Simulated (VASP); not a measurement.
# SnSe2 (P-3m1) in VASP: settings compared, part 3 of 3

VASP 6.6.1. Earlier steps stand in the parts before.

## (6) Equation of state, PBEsol, 25.83 Å³/atom

Contents of INCAR:

```
SYSTEM = SnSe2
PREC = Accurate
ENCUT = 520
EDIFF = 1E-6
ISMEAR = 0
SIGMA = 0.02
LREAL = .FALSE.
LASPH = .TRUE.
NELM = 80
ALGO = Fast
ISIF = 2
LWAVE = .FALSE.
LCHARG = .FALSE.
GGA = PS
```

Contents of KPOINTS:

```
Automatic mesh
0
G
  8 8 4
  0 0 0
```

Contents of POSCAR:

```
SnSe2                                   
1.0
    3.8190184419     -0.0000000000     -0.0000000000
   -1.9095092210      3.3073669882      0.0000000000
   -0.0000000000      0.0000000000      6.1354543136
  Sn              Se            
     1     2
Direct
     0.0000000000000000    0.0000000000000000    0.0000000000000000
     0.6666666667000030    0.3333333332999970    0.7413036394327203
     0.3333333332999970    0.6666666667000030    0.2586963605672797
```

Potentials or basis: VASP PAW PBE potentials, release 64 (Sn_d, Se).

Launch:

```
> cat potpaw_PBE.64/Sn_d/POTCAR potpaw_PBE.64/Se/POTCAR > POTCAR
> mpirun -np 1 vasp_std > vasp.out
```

Run time: 44 s. Hardware: 1 thread of Intel Xeon Platinum 8259CL at 2.50GHz (Skylake/Cascade Lake), shared host; peak memory 0.2 GiB.

Results (log left out):

- Free energy: -12.9819 eV
- Pressure: 0.1 GPa
- Largest force: 0.008 eV/Å
- Band gap on the k mesh: 0.66 eV, indirect (least direct gap 0.96 eV)

Caveat: the PAW data sets were made with another functional, which shifts forces and pressure a little; spin-orbit coupling is left out, which moves the levels of the heavy elements; this functional lacks dispersion, which binds the layers, so the pressure and a relaxed spacing across them are unreliable.

## (7) Equation of state, PBEsol, 26.35 Å³/atom (a relaxed cell with its volume scaled by 1.02)

INCAR is that of step 6.

KPOINTS is that of step 6.

Contents of POSCAR:

```
SnSe2                                   
1.0
    3.8443106919     -0.0000000000     -0.0000000000
   -1.9221553459      3.3292707192      0.0000000000
   -0.0000000000      0.0000000000      6.1760876455
  Sn              Se            
     1     2
Direct
     0.0000000000000000    0.0000000000000000    0.0000000000000000
     0.6666666667000030    0.3333333332999970    0.7413036394327203
     0.3333333332999970    0.6666666667000030    0.2586963605672797
```

Launch:

```
> cat potpaw_PBE.64/Sn_d/POTCAR potpaw_PBE.64/Se/POTCAR > POTCAR
> mpirun -np 1 vasp_std > vasp.out
```

Run time: 53 s. Hardware: 1 thread of Intel Xeon Platinum 8259CL at 2.50GHz (Skylake/Cascade Lake), shared host; peak memory 0.22 GiB.

The run converged. Its results:

* Free energy: -12.9765 eV
* Pressure: -1.2 GPa
* Largest force: 0.153 eV/Å
* Band gap on the k mesh: 0.63 eV, indirect (least direct gap 0.88 eV)

Caveat: the PAW data sets were made with another functional, which shifts forces and pressure a little; spin-orbit coupling is left out, which moves the levels of the heavy elements; this functional lacks dispersion, which binds the layers, so the pressure and a relaxed spacing across them are unreliable.

## (8) Equation of state, PBEsol, 26.87 Å³/atom (a relaxed cell with its volume scaled by 1.04)

INCAR is that of step 7.

KPOINTS is that of step 7.

Contents of POSCAR:

```
SnSe2                                   
1.0
    3.8692744478     -0.0000000000     -0.0000000000
   -1.9346372239      3.3508899660      0.0000000000
   -0.0000000000      0.0000000000      6.2161932345
  Sn              Se            
     1     2
Direct
     0.0000000000000000    0.0000000000000000    0.0000000000000000
     0.6666666667000030    0.3333333332999970    0.7413036394327203
     0.3333333332999970    0.6666666667000030    0.2586963605672797
```

Launch:

```
> cat potpaw_PBE.64/Sn_d/POTCAR potpaw_PBE.64/Se/POTCAR > POTCAR
> mpirun -np 1 vasp_std > vasp.out
```

Wall time 66 s (1 thread of Intel Xeon Platinum 8259CL at 2.50GHz (Skylake/Cascade Lake), shared host); peak memory 0.22 GiB.

The run converged. Its results:

- Free energy: -12.9595 eV
- Pressure: -2.3 GPa
- Largest force: 0.302 eV/Å
- Band gap on the k mesh: 0.60 eV, indirect (least direct gap 0.81 eV)

Caveat: the PAW data sets were made with another functional, which shifts forces and pressure a little; spin-orbit coupling is left out, which moves the levels of the heavy elements; this functional lacks dispersion, which binds the layers, so the pressure and a relaxed spacing across them are unreliable.

## (9) Equation of state, PBEsol

This run uses another cell than the first one, of 25.83 Å³/atom, 1.004 times its volume.

Potentials or basis: VASP PAW PBE potentials, release 64 (Sn_d, Se).

No new run: the results of the series are fitted here.

Results:

- Equilibrium volume: 25.87 Å³/atom
- Bulk modulus at fixed shape and positions: 67 GPa
- Pressure derivative of the bulk modulus: 4.9 (rough: it moves with the points fitted)

Energy against volume, from the lowest point:
```csv
volume (Å³/atom),energy (meV/atom)
24.799,10.17
25.315,2.62
25.832,0.00
26.349,1.77
26.865,7.44
```

Caveat: the cell was scaled at fixed shape and fractional positions, which overstates the stiffness of a crystal with free parameters, most of all of layers and chains; the PAW data sets were made with another functional, which shifts forces and pressure a little; this functional lacks dispersion, which binds the layers, so the pressure and a relaxed spacing across them are unreliable.

## (10) For comparison

An earlier run on the cell as given: functional PBEsol; potentials or basis VASP PAW PBE potentials, release 64 (Sn_d, Se); cutoff 520 eV; k mesh 8 × 8 × 5; occupations fermi-dirac, width 0.05 eV; no spin polarisation.

* Pressure: 2.6 GPa
* Largest force: 0.622 eV/Å
* Band gap on the k mesh: 0.73 eV, indirect (least direct gap 1.00 eV)

## (11) The runs side by side

| task | level | potentials or basis | cell | k mesh | cutoff (eV) | smearing | ladder | GW scheme | GW iterations | cutoff of the response function | frequency points | mesh quality | gap on the mesh (eV) | pressure (GPa) | largest force (eV/Å) |
| --- | --- | --- | --- | --- | --- | --- | --- | --- | --- | --- | --- | --- | --- | --- | --- |
| band structure | AM05 | VASP PAW PBE potentials, release 64 (Sn_d, Se) | P-3m1, 25.73 Å³/atom | 8 × 8 × 5 | 520 | fermi-dirac 0.05 eV | - | - | - | - | - | not flagged | 0.77 | 2.9 | 0.52 |
| evGW0 quasiparticle levels | PBE | VASP PAW PBE potentials, release 64 (Sn_d_GW, Se_GW) | P-3m1, 25.73 Å³/atom | 4 × 4 × 2 | 500 | gaussian 0.01 eV | free | evGW0 | 4 | 150 | 50 | coarse | - | - | - |
| equation of state | PBEsol | VASP PAW PBE potentials, release 64 (Sn_d, Se) | P-3m1, 25.83 Å³/atom | 8 × 8 × 4 | 520 | gaussian 0.02 eV | gaps | - | - | - | - | not flagged | - | - | - |
| single point | PBEsol | VASP PAW PBE potentials, release 64 (Sn_d, Se) | P-3m1, 25.73 Å³/atom | 8 × 8 × 5 | 520 | fermi-dirac 0.05 eV | free | - | - | - | - | not flagged | 0.73 | 2.6 | 0.62 |

Alike in all rows: no spin polarisation.

Caveats: some runs use coarse meshes; this functional lacks dispersion, which binds the layers, so the pressure and a relaxed spacing across them are unreliable; the PAW data sets were made with another functional, which shifts forces and pressure a little (some runs); spin-orbit coupling is left out, which moves the levels of the heavy elements (some runs); the mesh misses the band edges, which the band path finds closer together (some runs); bands, screening cutoff and mesh are small and nothing is extrapolated, so the quasiparticle values aren't converged (some runs); the cell was scaled at fixed shape and fractional positions, which overstates the stiffness of a crystal with free parameters, most of all of layers and chains (some runs); an odd mesh through Γ misses points on the zone boundary, where band edges often lie (some runs).

Total energies depend on the potentials used, so only differences within one code and one set of settings carry meaning.
